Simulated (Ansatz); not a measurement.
Given:

BaF2:
```
CELL_PARAMETERS angstrom
      0.00000     3.06890     3.06890
      3.06890     0.00000     3.06890
      3.06890     3.06890     0.00000
ATOMIC_POSITIONS crystal
  Ba 0.00000 0.00000 0.00000
  F  0.25000 0.25000 0.25000
  F  0.75000 0.75000 0.75000
```

This is the PBEsol-relaxed structure.

All from PBEsol (plane waves, PAW; program Ansatz), unless another level is named. Give the electron effective mass.

0.48 mₑ (isotropic).

Give the HSE06 gap on the PBEsol cell.

8.89 eV.

What about the gap with spin–orbit coupling?

6.81 eV.

Give the weight of the conduction-edge state by species (Voronoi cells).

F 80 %, Ba 20 %.

Next, the weight of the valence-edge state by species (Voronoi cells)?

F 94 %, Ba 6 %.

Space group Fm-3m (fluorite). Symmetry was held in the PBEsol relaxation. Scalar-relativistic: spin–orbit coupling is off unless named, which matters more the heavier the elements.

Potentials: the later of the program's two PAW sets.
